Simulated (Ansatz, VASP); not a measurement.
# Cross-check of NaI between VASP and Ansatz, part 2 of 2

One calculation is typed for both programs; each brings its own data sets and cutoff. How far apart do they land? The cell is taken from a series of VASP runs on this material, whose earlier steps may have relaxed, scaled or displaced it; both programs get it as it stands.

VASP 6.6.1 and Ansatz 0.2.0.

So far. Step 3 (VASP: band structure, LDA): The run ends at a pressure of -0.01 GPa.

## (5) VASP: band structure, r2SCAN, spin-orbit coupling

Level of this step: r2SCAN, spin-orbit coupling; plane waves and PAW (I, Na_pv) (VASP).

The same path points are solved in both programs, so levels can be compared one by one. The cell compared in this pair holds 67.80 Å³, against 61.30 Å³ for the pair before.

INCAR

```
SYSTEM = NaI
PREC = Accurate
ENCUT = 350
EDIFF = 1E-06
NELM = 100
ISMEAR = 0
SIGMA = 0.03
LREAL = .FALSE.
ALGO = Normal
METAGGA = R2SCAN
LASPH = .TRUE.
LNONCOLLINEAR = .TRUE.
MAGMOM = 0 0 0 0 0 0
NBANDS = 26
GGA_COMPAT = .FALSE.
LSORBIT = .TRUE.
LORBIT = 11
LWAVE = .FALSE.
LCHARG = .FALSE.
KPAR = 4
```

POSCAR

```
NaI
1.0
    0.0000000000      3.2364000000      3.2364000000
    3.2364000000      0.0000000000      3.2364000000
    3.2364000000      3.2364000000      0.0000000000
I Na
1 1
Direct
    0.5000000000      0.5000000000      0.5000000000
    0.0000000000      0.0000000000      0.0000000000
```

KPOINTS

```
Automatic mesh
0
Gamma
6 6 6
0 0 0
```

KPOINTS_OPT

```
Line mode
10
Line-mode
Reciprocal
  0.00000000   0.00000000   0.00000000 GAMMA
  0.50000000   0.00000000   0.50000000 X

  0.50000000   0.00000000   0.50000000 X
  0.50000000   0.25000000   0.75000000 W

  0.50000000   0.25000000   0.75000000 W
  0.37500000   0.37500000   0.75000000 K

  0.37500000   0.37500000   0.75000000 K
  0.00000000   0.00000000   0.00000000 GAMMA

  0.00000000   0.00000000   0.00000000 GAMMA
  0.50000000   0.50000000   0.50000000 L

  0.50000000   0.50000000   0.50000000 L
  0.62500000   0.25000000   0.62500000 U

  0.62500000   0.25000000   0.62500000 U
  0.50000000   0.25000000   0.75000000 W

  0.50000000   0.25000000   0.75000000 W
  0.50000000   0.50000000   0.50000000 L

  0.50000000   0.50000000   0.50000000 L
  0.37500000   0.37500000   0.75000000 K

  0.62500000   0.25000000   0.62500000 U
  0.50000000   0.00000000   0.50000000 X
```

PAW data sets: I and Na_pv (PBE family, release 64).

Command:

```sh
$ mpirun -np 4 vasp_ncl
```

Numbers of over 12 decimals in the logs are rounded to 6 here.

The log of the run:

```text
[banner, memory and clock lines left out]
running    4 mpi-ranks, on    1 nodes
[...]
|                                                                             |
|               ----> ADVICE to this user running VASP <----                  |
|                                                                             |
|     You enforced a specific xc type in the INCAR file but a different       |
|     [... a line on the potential file left out ...]
|     I HOPE YOU KNOW WHAT YOU ARE DOING!                                     |
|                                                                             |

 LDA part: xc-table for (None), standard interpolation
 POSCAR, INCAR and KPOINTS ok, starting setup
[...]
entering main loop
       N       E                     dE             d eps       ncg     rms          rms(c)
DAV:   1     0.665486828707E+02    0.66549E+02   -0.54104E+03   920   0.756E+02
DAV:   2    -0.242089872504E+02   -0.90758E+02   -0.86147E+02   908   0.223E+02
[...]
DAV:  14    -0.312025072852E+02   -0.53015E-06   -0.23582E-07   728   0.463E-03
   1 F= -.31202507E+02 E0= -.31202507E+02  d E =-.192357E-23  mag=     0.0000    -0.0000    -0.0000
 Start KPOINTS_OPT (optional k-point list driver)
k-point batch [1-16\100]
       N       E                     dE             ncg
DAV:   1    -0.945342167959E+03   -0.46041E+04      936
DAV:   2    -0.242642225109E+04   -0.14811E+04      914
DAV:   3    -0.255517226942E+04   -0.12875E+03     1114
DAV:   4    -0.255865467636E+04   -0.34824E+01     1034
DAV:   5    -0.255873113789E+04   -0.76462E-01     1104
DAV:   6    -0.255873327658E+04   -0.21387E-02     1084
DAV:   7    -0.255873334160E+04   -0.65015E-04     1128
DAV:   8    -0.255873334279E+04   -0.11891E-05      746
DAV:   9    -0.255873334289E+04   -0.97965E-07      706
[...]
k-point batch [97-100\100]
       N       E                     dE             ncg
DAV:   1     0.394010753014E+04   -0.16994E+04      232
DAV:   2     0.359096983275E+04   -0.34914E+03      216
DAV:   3     0.356019695796E+04   -0.30773E+02      272
DAV:   4     0.355936265322E+04   -0.83430E+00      296
DAV:   5     0.355934933786E+04   -0.13315E-01      256
DAV:   6     0.355934875963E+04   -0.57823E-03      296
DAV:   7     0.355934873626E+04   -0.23377E-04      302
DAV:   8     0.355934873620E+04   -0.57781E-07      206
```

Parts of OUTCAR (step 5):

```text
  Total       -0.0803737     -0.0803737     -0.0803737     -0.0000000     -0.0000000      0.0000000
  in kB       -1.8993630     -1.8993630     -1.8993630     -0.0000000     -0.0000000      0.0000000
  external PRESSURE =      -1.8993630 kB  Pullay stress =       0.0000000 kB

 POSITION                                       TOTAL-FORCE (eV/Angst)
 -----------------------------------------------------------------------------------
      3.23640      3.23640      3.23640         0.000000     -0.000000      0.000000
      0.00000      0.00000      0.00000        -0.000000      0.000000     -0.000000
 -----------------------------------------------------------------------------------
    total drift:                                0.000000      0.000000      0.000000

  FREE ENERGIE OF THE ION-ELECTRON SYSTEM (eV)
  ---------------------------------------------------
  free  energy   TOTEN  =       -31.2025072852 eV

  energy  without entropy=      -31.2025072852  energy(sigma->0) =      -31.20250729

 magnetization (x)
# of ion       s       p       d       tot
------------------------------------------
    1        0.000   0.000   0.000   0.000
    2        0.000  -0.000   0.000  -0.000
--------------------------------------------------
tot          0.000  -0.000   0.000  -0.000

 magnetization (y)
# of ion       s       p       d       tot
------------------------------------------
    1        0.000   0.000   0.000   0.000
    2       -0.000   0.000   0.000  -0.000
--------------------------------------------------
tot         -0.000   0.000   0.000  -0.000

 magnetization (z)
# of ion       s       p       d       tot
------------------------------------------
    1       -0.000   0.000   0.000  -0.000
    2       -0.000  -0.000   0.000  -0.000
--------------------------------------------------
tot         -0.000  -0.000   0.000  -0.000

[... 3 further parts left out ...]
[key lines of the parts left out:]
E-fermi :   1.0124
```

The run ends at a pressure of -0.19 GPa.

## (6) Ansatz: band structure, r2SCAN, spin-orbit coupling

The same cell, functional, mesh and smearing now go to Ansatz, which takes its cutoff from its data sets.

The cell is taken from a series of VASP runs on this material, whose earlier steps may have relaxed, scaled or displaced it; both programs get it as it stands.

input.yaml

```yaml
crystal:
  lattice:
    - [0.0, 3.2364, 3.2364]
    - [3.2364, 0.0, 3.2364]
    - [3.2364, 3.2364, 0.0]
  atoms:
    - { symbol: I, position: [0.5, 0.5, 0.5] }
    - { symbol: Na, position: [0.0, 0.0, 0.0] }
hamiltonian:
  xc: r2scan
  pseudopotentials: { kind: paw_fr }
magnetization:
  noncollinear: true
  spin_orbit: true
kpoints:
  mp_grid: { grid: [6, 6, 6] }
  band_path:
    path:
      - [0.0, 0.0, 0.0]
      - [0.16667, 0.0, 0.16667]
      - [0.33333, 0.0, 0.33333]
      - [0.5, 0.0, 0.5]
      - [0.5, 0.08333, 0.58333]
      - [0.5, 0.19444, 0.69444]
      - [0.5, 0.25, 0.75]
      - [0.45833, 0.29167, 0.75]
      - [0.40278, 0.34722, 0.75]
      - [0.375, 0.375, 0.75]
      - [0.20833, 0.20833, 0.41667]
      - [0.08333, 0.08333, 0.16667]
      - [0.0, 0.0, 0.0]
      - [0.22222, 0.22222, 0.22222]
      - [0.38889, 0.38889, 0.38889]
      - [0.51389, 0.47222, 0.51389]
      - [0.55556, 0.38889, 0.55556]
      - [0.61111, 0.27778, 0.61111]
      - [0.61111, 0.25, 0.63889]
      - [0.56944, 0.25, 0.68056]
      - [0.51389, 0.25, 0.73611]
      - [0.5, 0.27778, 0.72222]
      - [0.5, 0.38889, 0.61111]
      - [0.5, 0.47222, 0.52778]
      - [0.48611, 0.48611, 0.52778]
      - [0.43056, 0.43056, 0.63889]
      - [0.38889, 0.38889, 0.72222]
      - [0.59722, 0.19444, 0.59722]
      - [0.55556, 0.11111, 0.55556]
      - [0.5, 0.0, 0.5]
    npoints: 1
scf:
  occupations: { method: gaussian, width: 0.03 }
  n_extra_bands: 14
output:
  forces: true
  stress: true
  eigenvalues: true
```

Command:

```sh
$ ansatz run input.yaml --threads 2 --pin off --max-ram 4608MiB --backend cpu --events-out ev --progress --plain --runs-dir out
```

The log of the run:

```text
[...]
non-collinear run that drives no moment, with spin-orbit: no starting moment large enough to seed its density (crystal.atoms[].spin), no starting occupations that ask for one, no magnetisation constraint and no magnetic field, so the semilocal B_xc is pinned to zero
Crystal: 2 atoms, lattice volume = 67.798 Å³
[...]
k-point 0: bands = [... 22 lower, 3.0367, 3.0367, 3.0367, 3.0367, 7.1362, 7.1362, 11.2330, 11.2330, ... 10 higher]
  k-point 1: bands = [... 22 lower, 2.5849, 2.5849, 2.9539, 2.9539, 7.9212, 7.9212, 10.7581, 10.7581, ... 10 higher]
  k-point 2: bands = [... 22 lower, 2.2346, 2.2346, 2.7996, 2.7996, 8.4637, 8.4637, 11.0425, 11.0425, ... 10 higher]
  k-point 15: bands = [... 22 lower, 1.5890, 1.5890, 1.9952, 1.9952, 8.7810, 8.7810, 9.7483, 9.7483, ... 10 higher]
[key lines of the parts left out:]
SCF converged after 7 iterations
Magnetization: |M| = 0.0000 μB,  M = (+0.0000, +0.0000, +0.0000) μB
Free energy (F): -9007.517062 eV
Fermi energy:    5.086518 eV
P = ⅓ Tr σ = -0.0761 GPa (-0.761 kbar)
```

It took 33 s on 2 threads of Arm Neoverse N1, shared host; peak memory 0.7 GiB.

## (7) Comparison

What differs besides the data sets and the points named for the pairs above, as far as they apply: spin-orbit coupling enters by fully relativistic files in Ansatz and inside the spheres in VASP; VASP keeps PBE cores, Ansatz makes them for the functional; the data sets hold 26 valence electrons in Ansatz (fully relativistic PAW (standard-fr) files) and 14 in VASP; the cutoff is 500 eV in Ansatz and 350 eV in VASP. Total energies have different zeros and are not compared.

Compared:

```tsv
quantity	Ansatz	VASP	difference
pressure (GPa)	-0.08	-0.19	+0.11
gap over the path points (eV)	4.099	4.106	-0.007
```

Levels at points of the path, from each program's valence-band top (eV; 6 filled, then empty):

```tsv
k (reciprocal lattice)	Ansatz	VASP
0.000 0.000 0.000	-1.06 -1.06 0.00 0.00 0.00 0.00 4.10 4.10 8.20 8.20 8.20 8.20	-1.03 -1.03 0.00 0.00 0.00 0.00 4.11 4.11 8.13 8.13 8.13 8.13
0.167 0.000 0.167	-1.43 -1.43 -0.53 -0.53 -0.23 -0.23 5.18 5.18 7.16 7.16 8.42 8.42	-1.41 -1.41 -0.53 -0.53 -0.23 -0.23 5.18 5.18 7.12 7.12 8.38 8.38
0.333 0.000 0.333	-2.13 -2.13 -1.09 -1.09 -0.63 -0.63 5.46 5.46 6.10 6.10 8.66 8.66	-2.12 -2.12 -1.08 -1.08 -0.63 -0.63 5.47 5.47 6.06 6.06 8.66 8.66
0.500 0.000 0.500	-2.43 -2.43 -1.28 -1.28 -0.81 -0.81 4.88 4.88 5.73 5.73 10.34 10.34	-2.41 -2.41 -1.27 -1.27 -0.81 -0.81 4.89 4.89 5.69 5.69 10.35 10.35
0.500 0.083 0.583	-2.38 -2.38 -1.33 -1.33 -0.89 -0.89 5.12 5.12 5.99 5.99 9.90 9.90	-2.37 -2.37 -1.32 -1.32 -0.89 -0.89 5.14 5.14 5.95 5.95 9.90 9.90
0.500 0.194 0.694	-2.24 -2.24 -1.48 -1.48 -1.08 -1.08 5.97 5.97 7.03 7.03 8.52 8.52	-2.22 -2.22 -1.48 -1.48 -1.08 -1.08 5.98 5.98 7.00 7.00 8.49 8.49
0.500 0.250 0.750	-2.21 -2.21 -1.52 -1.52 -1.12 -1.12 6.22 6.22 7.68 7.68 7.83 7.83	-2.18 -2.18 -1.52 -1.52 -1.12 -1.12 6.23 6.23 7.65 7.65 7.79 7.79
0.458 0.292 0.750	-2.23 -2.23 -1.53 -1.53 -1.05 -1.05 6.06 6.06 7.23 7.23 8.33 8.33	-2.21 -2.21 -1.53 -1.53 -1.05 -1.05 6.07 6.07 7.20 7.20 8.30 8.30
0.403 0.347 0.750	-2.27 -2.27 -1.56 -1.56 -0.87 -0.87 5.63 5.63 6.97 6.97 8.94 8.94	-2.25 -2.25 -1.56 -1.56 -0.87 -0.87 5.64 5.64 6.95 6.95 8.92 8.92
0.375 0.375 0.750	-2.27 -2.27 -1.57 -1.57 -0.84 -0.84 5.56 5.56 6.95 6.95 9.05 9.05	-2.25 -2.25 -1.57 -1.57 -0.84 -0.84 5.56 5.56 6.93 6.93 9.03 9.03
```

Among the levels compared at these points, filled levels agree within 30 meV and empty ones within 69 meV.

## (8) VASP: dielectric response, LDA

The response to a field tests empty states and converges slowly with the mesh.

INCAR

```
SYSTEM = NaI
PREC = Accurate
ENCUT = 350
EDIFF = 1E-08
NELM = 100
ISMEAR = 0
SIGMA = 0.01
LREAL = .FALSE.
ALGO = Normal
GGA = CA
NBANDS = 13
LORBIT = 11
LWAVE = .FALSE.
LCHARG = .FALSE.
KPAR = 4
LEPSILON = .TRUE.
LPEAD = .TRUE.
```

POSCAR is that of step 5.

KPOINTS

```
Automatic mesh
0
Gamma
8 8 8
0 0 0
```

Potentials, in the order of the species: I and Na_pv (LDA family, release 64).

Command:

```sh
$ mpirun -np 4 vasp_std
```

The log of the run:

```text
[... set-up lines as in an earlier step ...]
 entering main loop
       N       E                     dE             d eps       ncg     rms          rms(c)
DAV:   1     0.657850660414E+02    0.65785E+02   -0.55145E+03   786   0.697E+02
DAV:   2    -0.126581082963E+01   -0.67051E+02   -0.63225E+02   824   0.191E+02
DAV:   3    -0.595338410276E+01   -0.46876E+01   -0.46663E+01   969   0.525E+01
DAV:   4    -0.605764348773E+01   -0.10426E+00   -0.10425E+00  1009   0.818E+00
[...]
DAV:  10    -0.598096543609E+01    0.32513E-06   -0.22157E-05  1013   0.531E-02    0.725E-03
DAV:  11    -0.598096505305E+01    0.38304E-06   -0.18378E-06   973   0.165E-02    0.401E-03
DAV:  12    -0.598096506093E+01   -0.78812E-08   -0.81218E-08   872   0.272E-03
   1 F= -.59809651E+01 E0= -.59809651E+01  d E =-.898301E-86
 Linear response reoptimize wavefunctions to high precision
DAV:   1    -0.598096505869E+01    0.22487E-08   -0.89414E-09   899   0.585E-04
DAV:   2    -0.598096505881E+01   -0.12255E-09   -0.38524E-10   552   0.144E-04
[...]
RMM:  12    -0.509312036928E+00    0.11497E-06   -0.21498E-08  1849   0.163E-04    0.211E-05
RMM:  13    -0.509312040113E+00   -0.31855E-08   -0.58788E-10  1388   0.818E-05    0.301E-05
 change of polarisation eV/A/(eV/A) component  2 :     0.181     0.919    -0.036
 dielectric tensor                  component  2 :     0.483     3.453    -0.097
 Linear response to external field, progress :
  Direction:   3
       N       E                     dE             d eps       ncg     rms          rms(c)
RMM:   1    -0.517948938773E+00   -0.51795E+00   -0.11677E+00  1266   0.405E+00
RMM:   2    -0.542363986580E+00   -0.24415E-01   -0.15260E-02  1456   0.646E-01    0.161E+00
RMM:   3    -0.485567952854E+00    0.56796E-01   -0.53545E-02  2975   0.849E-01    0.802E-01
RMM:   4    -0.495992053092E+00   -0.10424E-01   -0.46986E-02  3312   0.804E-01    0.154E-01
[...]
RMM:  11    -0.509327098938E+00    0.89072E-06   -0.10126E-07  2566   0.331E-04    0.459E-05
RMM:  12    -0.509327002798E+00    0.96140E-07   -0.29373E-08  1858   0.163E-04    0.218E-05
RMM:  13    -0.509327005560E+00   -0.27617E-08    0.95007E-09  1377   0.812E-05    0.348E-05
 change of polarisation eV/A/(eV/A) component  3 :     0.017     0.110     0.919
 dielectric tensor                  component  3 :     0.045     0.292     3.453
 Born effective charges drift removed
```

From OUTCAR (step 8):

```text
  Total       -0.7157427     -0.7157427     -0.7157427      0.0000000      0.0000000      0.0000000
  in kB      -16.9141785    -16.9141785    -16.9141785      0.0000000      0.0000000      0.0000000
  external PRESSURE =     -16.9141785 kB  Pullay stress =       0.0000000 kB

 POSITION                                       TOTAL-FORCE (eV/Angst)
 -----------------------------------------------------------------------------------
      3.23640      3.23640      3.23640         0.000000      0.000000      0.000000
      0.00000      0.00000      0.00000         0.000000     -0.000000     -0.000000
 -----------------------------------------------------------------------------------
    total drift:                                0.000000      0.000000      0.000000

 MACROSCOPIC STATIC DIELECTRIC TENSOR (including local field effects in DFT)
 ------------------------------------------------------
           3.452351     0.000000     0.000000
          -0.000000     3.452351     0.000000
          -0.000000    -0.000000     3.452351
 ------------------------------------------------------

[... 1 part as in an earlier step ...]

[... 1 further part left out ...]
```

## (9) Ansatz: dielectric response, LDA

The same cell, functional (in two slightly different forms) and mesh now go to Ansatz, which takes its cutoff from its data sets.

The cell is taken from a series of VASP runs on this material, whose earlier steps may have relaxed, scaled or displaced it; both programs get it as it stands.

input.yaml

```yaml
crystal:
  lattice:
    - [0.0, 3.2364, 3.2364]
    - [3.2364, 0.0, 3.2364]
    - [3.2364, 3.2364, 0.0]
  atoms:
    - { symbol: I, position: [0.5, 0.5, 0.5] }
    - { symbol: Na, position: [0.0, 0.0, 0.0] }
hamiltonian:
  xc: lda
  pseudopotentials: { kind: paw }
kpoints:
  mp_grid: { grid: [8, 8, 8] }
scf:
  occupations: { method: fixed }
dielectric:
  method: response
```

Command:

```sh
$ ansatz run input.yaml --threads 2 --pin off --max-ram 4608MiB --backend cpu --events-out ev --progress --plain --runs-dir out
```

The log of the run:

```text
[...]
Crystal: 2 atoms, lattice volume = 67.798 Å³
Basis set: ecut = 420 eV, 1363 PW (Γ), exchange–correlation on 64×64×64 points (8 copies of the dense FFT grid, shifted against one another)
Bands: 17, of which v1, the nominal top of the filled ones, is band 13 counted from 1 (12 counted from 0)
Symmetry: 48 space group operations
k-points: 59 of 512 (irreducible under 8 space group operations, time reversal used)
[...]
site 0:
        -1.20647    0.00000   -0.00000
        -0.00000   -1.20647   -0.00000
         0.00000    0.00000   -1.20647
    site 1:
         1.20647   -0.00000    0.00000
         0.00000    1.20647    0.00000
        -0.00000   -0.00000    1.20647
  Z* charge neutrality: 5.689e-6 e pre-enforcement
  solved inside a basis spanned on kpoints, on 8×8×8 k-points, its susceptibility summed on 12×12×12: ε∞ is read to err by 7.6e-3, Z* by 1.7e-2 e (field_mesh: kpoints solves on kpoints); Z* is corrected for what the basis lacks
[key lines of the parts left out:]
SCF converged after 8 iterations
Free energy (F): -8824.974565 eV
Fermi energy:    2.774217 eV
```

Run time: 46 s. Hardware: 2 threads; peak memory 0.52 GiB.

## (10) Differences

What differs besides the data sets and the points named for the pairs above, as far as they apply: VASP's response is taken on the typed mesh, Ansatz refines its own for the field response alone. Total energies have different zeros and are not compared.

Compared:

```tsv
quantity	Ansatz	VASP	difference
ε∞ xx	3.46	3.45	+0.09 %
ε∞ yy	3.46	3.45	+0.09 %
ε∞ zz	3.46	3.45	+0.09 %
Born charge of I1 (mean of the diagonal) (e)	-1.21	-1.21	0.00
Born charge of Na2 (mean of the diagonal) (e)	1.21	1.21	0.00
```

## (11) What came out

| Item | Value |
| --- | --- |
| difference in gap over the path points (band structure, LDA) | -0.014 eV |
| difference in gap over the path points (band structure, r2SCAN, spin-orbit coupling) | -0.0070 eV |
| difference in ε∞ xx (dielectric response, LDA) | 0.091 % |

**Reading.** The difference in gap over the path points is -0.014 eV (band structure, LDA), within the 0.08 eV picked in this series as the mark of a large difference. 3 further runs of this series are not shown here. Such differences can come from data sets, numerical settings and the points named under the comparisons, not from the functional's error against experiment.

[Lines on the potential files, build, host, timing and source positions are cut from VASP's logs without a mark.]

[Logs are printed without paths, hosts, clocks, repeated set-up lines and the standing remarks that a program may print on its own settings, such as how far it seeks lower states.]

[Hosts, paths, dates, database ids (printed as entryN), source tags and the programs' standing remarks are cut or masked in the printed files.]
